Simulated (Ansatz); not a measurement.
# SnO (P4/nmm): bands and what follows from them, part 1 of 2

What do the bands of SnO (P4/nmm) imply? The runs give effective masses and transport coefficients.

Program: Ansatz 0.2.0. Level of theory: DFT r²SCAN, scalar-relativistic, plane waves, PAW. These are calculated values, not measurements.

3 further runs of the same task are left out: 3 set aside as unsound or not needed.

### Step 1. The system as given

The structure is tetragonal, space group P4/nmm (No. 129). The conventional cell has a = 3.802 Å, b = 3.802 Å, c = 4.837 Å, α = 90.00°, β = 90.00°, γ = 90.00°. Around Sn (site symmetry 4mm) lie 4 O at 2.22 Å. Around O (site symmetry -4m2) lie 4 Sn at 2.22 Å.

As a file:

```xyz
4
Lattice="3.8018 0.0000 0.0000 0.0000 3.8018 0.0000 0.0000 0.0000 4.8366" Properties=species:S:1:pos:R:3 pbc="T T T"
Sn    0.0000    1.9009    1.1455
Sn    1.9009    0.0000    3.6910
O     0.0000    0.0000    0.0000
O     1.9009    1.9009    0.0000
```

Origin of the cell: volume kept, shape and atoms relaxed. At r²SCAN, an earlier run found 0.60 GPa for this cell of 17.476 Å³/atom (10×10×8 mesh), mesh gap 0.19 eV.

### Step 2. Bands on a fine mesh

input.yaml reads:

```yaml
crystal:
  lattice:
    - [3.8017759537, 0.0, 0.0]
    - [0.0, 3.8017759537, 0.0]
    - [0.0, 0.0, 4.836572322]
  atoms:
    - { symbol: Sn, position: [0.0, 0.5, 0.2368492155] }
    - { symbol: Sn, position: [0.5, 0.0, 0.7631507845] }
    - { symbol: O, position: [0.0, 0.0, 0.0] }
    - { symbol: O, position: [0.5, 0.5, 0.0] }
basis:
  ecutwfc: 500
  ecutrho_ratio: 4
kpoints:
  mp_grid: { grid: [10, 10, 8] }
hamiltonian:
  xc: r2scan
scf:
  occupations: { method: gaussian, width: 0.05 }
output:
  forces: true
  stress: true
  eigenvalues: true
  eigenstates:
    nscf_kmesh: { grid: [12, 12, 10] }
    de_dk: true
    e_range: [-2.5, 2.689370647076]
  write_density: true
  write_potential: true
  elf: true
  volumetric_format: npy
```

Run with:

```bash
$ ansatz run input.yaml --threads 4 --pin off --max-ram 9216MiB --backend cpu --events-out ev --progress --plain --runs-dir out
```

The program printed:

```text
Warning: RAYON_NUM_THREADS=4 ignored (pool sized by the plan → 4); use --threads N
Engine: ansatz 0.2.0, x86_64-unknown-linux-gnu
Pseudopotentials: kind: paw
Pseudopotential: Sn, paw, valence charge 14, recommended cutoff 500 eV (meta_gga), Sn.paw.azcp
Pseudopotential: O, paw, valence charge 6, recommended cutoff 500 eV (meta_gga), O.paw.azcp
Functional definition: r2SCAN
  parameter k0 = 0.174
  parameter k1 = 0.065
  parameter a1 = 4.9479
  exchange = r2scan_x(k0 = k0, k1 = k1, a1 = a1)
  correlation = r2scan_c
Crystal: 4 atoms, lattice volume = 69.905 Å³
Basis set: ecut = 500 eV, 1769 PW (Γ), exchange–correlation on 120×120×144 points (64 copies of the dense FFT grid, shifted against one another)
Bands: 24, of which v1, the nominal top of the filled ones, is band 20 counted from 1 (19 counted from 0)
Symmetry: 16 space group operations
Space group: P4/nmm (ITA 129), of the structure as read, at distance tolerance 4.1e-5 Å
k-points: 105 of 800
Non-local potential: Sn, projectors of the file, l = 0: 2, l = 1: 2, l = 2: 2, l = 3: 2
Non-local potential: O, projectors of the file, l = 0: 2, l = 1: 2, l = 2: 1
PAW form: soft (Blöchl's): semilocal exchange-correlation on the pseudo side does not see the compensation charge
PAW frozen core: Sn, regenerated for the run's functional (the file was generated under x = pbe(κ = 0.804, μ = 0.2195149727645171), c = pbe(β = 0.06672455060314922))
PAW frozen core: O, regenerated for the run's functional (the file was generated under x = pbe(κ = 0.804, μ = 0.2195149727645171), c = pbe(β = 0.06672455060314922))
PAW one-centre angular grid: Sn, 590 points (default); XC on 249 of its mesh's 2787 points in the sphere
PAW one-centre angular grid: O, 302 points (default); XC on 160 Gauss nodes
Initial density: superposition of atomic densities (neutral atoms: chi_scale 0, normalization atom), corrected by the library's trained network
Initial wavefunctions: pseudopotential atomic-orbital guess
Functional: x = r2scan, c = r2scan; τ floored in thin density (d = 2e-4 eV/Å³)
SCF iter   1: F=—  HF=-13214.607277 eV  |F-HF|=—  |Δ(HF+E_count)|=         —  Δρ=8.10e-3  dr2=4.00e-2  dr2_τ=1.16e-1  ethr=1.77e-3  ⟨swp⟩=6.1  Hψ=11609  notcnv=0
preconditioner: auto → Resta (q_TF=auto, 2.486 Å⁻¹)  ε∞=3.2  [insulator: Δε(μ)=0.170 eV  Ē_g=19.125 eV  σ=0.050 eV  W_gap=0.98  n_scr=18 (ndim 8)  ℏωp=28.1 eV  f_vac=0.019  D(μ)=0.01/eV (n_scr^D=0)  ε∞_Penn≈3.2]
SCF iter   2: F=—  HF=-13214.688310 eV  |F-HF|=—  |Δ(HF+E_count)|=   8.10e-2  Δρ=4.91e-3  dr2=9.91e-3  dr2_τ=7.60e-4  ethr=1.00e-4  ⟨swp⟩=2.0  Hψ=4870  notcnv=0
SCF iter   3: F=—  HF=-13214.688882 eV  |F-HF|=—  |Δ(HF+E_count)|=   5.72e-4  Δρ=1.01e-3  dr2=5.51e-4  dr2_τ=7.91e-5  ethr=2.48e-5  ⟨swp⟩=2.0  Hψ=4512  notcnv=0
SCF iter   4: F=—  HF=-13214.689022 eV  |F-HF|=—  |Δ(HF+E_count)|=   1.41e-4  Δρ=2.38e-4  dr2=3.74e-5  dr2_τ=2.76e-6  ethr=1.38e-6  ⟨swp⟩=2.2  Hψ=3629  notcnv=0
SCF iter   5: F=—  HF=-13214.689037 eV  |F-HF|=—  |Δ(HF+E_count)|=   1.52e-5  Δρ=1.25e-4  dr2=1.13e-5  dr2_τ=7.22e-7  ethr=9.35e-8  ⟨swp⟩=2.1  Hψ=3465  notcnv=0
SCF iter   6: F=—  HF=-13214.689037 eV  |F-HF|=—  |Δ(HF+E_count)|=   1.01e-8  Δρ=2.19e-5  dr2=3.56e-7  dr2_τ=1.63e-8  ethr=2.83e-8  ⟨swp⟩=2.0  Hψ=3372  notcnv=0
SCF iter   7: F=—  HF=-13214.689036 eV  |F-HF|=—  |Δ(HF+E_count)|=   9.78e-7  Δρ=6.24e-6  dr2=2.67e-8  dr2_τ=1.01e-9  ethr=8.91e-10  ⟨swp⟩=2.0  Hψ=4589  notcnv=0
SCF iter   8: F=—  HF=-13214.689037 eV  |F-HF|=—  |Δ(HF+E_count)|=   2.73e-8  Δρ=1.24e-6  dr2=1.28e-9  dr2_τ=6.09e-11  ethr=6.68e-11  ⟨swp⟩=2.0  Hψ=3360  notcnv=0
SCF iter   9: F=—  HF=-13214.689037 eV  |F-HF|=—  |Δ(HF+E_count)|=  3.15e-10  Δρ=2.14e-7  dr2=3.44e-11  dr2_τ=1.86e-12  ethr=3.19e-12  ⟨swp⟩=2.0  Hψ=3407  notcnv=0
SCF iter  10: F=-13214.689037 eV  HF=-13214.689037 eV  |F-HF|=0.00e0  |Δ(HF+E_count)|=  1.27e-11  Δρ=3.62e-8  dr2=1.04e-12  dr2_τ=3.18e-14  ethr=1.00e-12  ⟨swp⟩=6.1  Hψ=11178  notcnv=0
SCF 1 converged in 10 iterations: F = -13214.689037 eV  dr2 = 1.04e-12
NSCF: frozen V_eff on 168 k-points
SCF converged after 10 iterations
Free energy (F): -13214.689037 eV
Harris-Foulkes:  -13214.689037 eV  (|F-HF|=0.00e0)
Internal energy: -13214.689033 eV  (E = F + TS)
E sigma→0 (E₀):  -13214.689035 eV
Entropy (-TS):   -0.000003 eV (-0.001 meV/atom)
Fermi energy:    10.120272 eV
--- Per-component energies (eV) ---
  E_band       = -212.308448
  E_kinetic    = 726.514659
  E_local      = -2676.686683  (includes V_loc(G=0)·N_el)
  E_nonlocal   = 30.062808
  E_hartree    = 1451.956464
  E_xc         = -896.721663
  E_vxc        = -420.181781  (∫ρ·V_xc dr)
  E_paw        = -8639.229278  (= ΣΔE_a)
  E_vpaw       = -802.287351  (= ΣTr[D̂ρ^β])
  E_aug_tail   = 0.002017  (compensation charges beyond the density's cutoff)
  E_vtau       = 26.354931  (kinetic-family band-sum trace: ∫τ·v_τ [+ j·A + Jᵃ·Aᵃ] dr)
  E_ewald      = -3211.994115
  E_core_change = 1.406758  (= ΣΔE_core)
  E_smearing   = -0.000003  (= −TS)
  E_closure    = 0.000000  (closes the sum)
  Σ components = -13214.689037   (vs F -13214.689037, Δ=0.00e0)
--- Forces (eV/Å), atoms counted from 1 ---
  atom   1  Sn     0.00000000     0.00000000    -0.00156756
  atom   2  Sn     0.00000000     0.00000000     0.00156756
  atom   3  O      0.00000000     0.00000000     0.00000000
  atom   4  O      0.00000000     0.00000000     0.00000000
  max |Σ_I F_I| component: 0.00e0 eV/Å
--- Stress (GPa, compression-positive) ---
        0.579018       0.000000       0.000000
        0.000000       0.579018       0.000000
        0.000000       0.000000       0.648221
  P = ⅓ Tr σ = 0.6021 GPa (6.021 kbar)
--- Band table (eV; the first three rows and the last of 105) ---
  k-point 0: bands = ["-13.0155", "-12.4552", "-12.4450", "-12.4450", "-12.4122", "-12.3836", "-12.3595", "-12.3554", "-12.3127", "-12.3127", "-11.5844", "-8.8645", "2.0105", "2.9993", "3.2638", "3.2638", "6.1077", "6.4103", "6.4103", "10.0276", "12.4662", "14.6406", "14.8946", "14.8946"]
  k-point 1: bands = ["-13.0132", "-12.4577", "-12.4412", "-12.4412", "-12.4103", "-12.3844", "-12.3593", "-12.3572", "-12.3171", "-12.3171", "-11.5787", "-8.8645", "1.5272", "3.2798", "3.2798", "3.6521", "6.0983", "6.4084", "6.4084", "9.8763", "12.2504", "14.4034", "14.4034", "14.7097"]
  k-point 2: bands = ["-13.0073", "-12.4637", "-12.4306", "-12.4306", "-12.4052", "-12.3860", "-12.3624", "-12.3590", "-12.3288", "-12.3288", "-11.5649", "-8.8646", "0.9375", "3.3189", "3.3189", "4.7439", "6.0759", "6.4033", "6.4033", "9.3313", "11.9969", "13.7479", "13.7479", "14.4939"]
  k-point 104: bands = ["-12.9167", "-12.9167", "-12.4215", "-12.4215", "-12.3896", "-12.3896", "-12.3490", "-12.3490", "-12.3073", "-12.3073", "-9.7543", "-9.7543", "0.6274", "0.6274", "4.0042", "4.0042", "7.0868", "7.0868", "7.1029", "7.1029", "12.4897", "12.4897", "14.4091", "14.4091"]
--- Fermi surface from the table of eigenstates not read: on its mesh, or on one of the eight of every second point, the electrons fill whole bands (an insulator's do; a metal wants a denser output.eigenstates.nscf_kmesh) ---
```

It took 11 s on 4 threads of Intel Xeon Platinum 8259CL at 2.50GHz (Skylake/Cascade Lake), shared host; peak memory 0.67 GiB.

Result: volume 17.476 Å³/atom, pressure 0.60 GPa, mesh gap 0.19 eV.

Density in a lattice plane of the grid's cell (edges 3.80 and 4.84 Å, at 0.000 of the third edge), which holds Sn and O.

Values in e/Å³, 12 rows by 10 columns:
```
 4.39  2.50  0.73  0.44  1.01  1.67  1.01  0.44  0.73  2.50
 0.76  0.58  0.41  1.02  5.06  9.67  5.06  1.02  0.41  0.58
 0.16  0.17  0.29  1.45  8.01 15.84  8.01  1.45  0.29  0.17
 0.06  0.09  0.22  0.83  3.41  6.22  3.41  0.83  0.22  0.09
 0.04  0.06  0.14  0.33  0.73  1.03  0.73  0.33  0.14  0.06
 0.04  0.05  0.08  0.15  0.23  0.27  0.23  0.15  0.08  0.05
 0.04  0.04  0.05  0.07  0.09  0.10  0.09  0.07  0.05  0.04
 0.06  0.05  0.04  0.04  0.04  0.04  0.04  0.04  0.04  0.05
 0.16  0.13  0.07  0.04  0.02  0.02  0.02  0.04  0.07  0.13
 0.76  0.51  0.20  0.07  0.03  0.03  0.03  0.07  0.20  0.51
 4.39  2.38  0.56  0.15  0.07  0.06  0.07  0.15  0.56  2.38
 7.60  4.73  0.96  0.26  0.18  0.20  0.18  0.26  0.96  4.73
```
Columns run along the first of these edges and rows up along the second, over one cell in 10 and 12 even steps from the bottom left corner. Atoms in the plane (fractional): Sn at (0.50, 0.76), O at (0.00, 0.00).

ELF in the same plane.

Values, 12 rows by 10 columns:
```
0.73 0.82 0.65 0.16 0.23 0.23 0.23 0.16 0.65 0.82
0.73 0.64 0.24 0.22 0.07 0.01 0.07 0.22 0.24 0.64
0.25 0.19 0.20 0.28 0.02 0.00 0.02 0.28 0.20 0.19
0.05 0.12 0.35 0.39 0.17 0.06 0.17 0.39 0.35 0.12
0.04 0.13 0.51 0.53 0.45 0.40 0.45 0.53 0.51 0.13
0.04 0.08 0.35 0.67 0.70 0.68 0.70 0.67 0.35 0.08
0.04 0.04 0.10 0.32 0.62 0.72 0.62 0.32 0.10 0.04
0.05 0.05 0.04 0.05 0.12 0.19 0.12 0.05 0.04 0.05
0.25 0.20 0.09 0.03 0.02 0.02 0.02 0.03 0.09 0.20
0.73 0.67 0.41 0.11 0.02 0.02 0.02 0.11 0.41 0.67
0.73 0.80 0.70 0.26 0.06 0.05 0.06 0.26 0.70 0.80
0.22 0.72 0.79 0.27 0.11 0.14 0.11 0.27 0.79 0.72
```
Columns run along the first of these edges and rows up along the second, over one cell in 10 and 12 even steps from the bottom left corner. Atoms in the plane (fractional): Sn at (0.50, 0.76), O at (0.00, 0.00).

Both are smooth fields of the valence electrons: close to the nuclei they are not physical.

The highest ELF values outside the cores: 0.83 in the shell around O, 0.6 Å from O; 0.80 beside Sn, off the lines to its neighbours, 1.6 Å from Sn.

(Continued in part 2 of 2.)
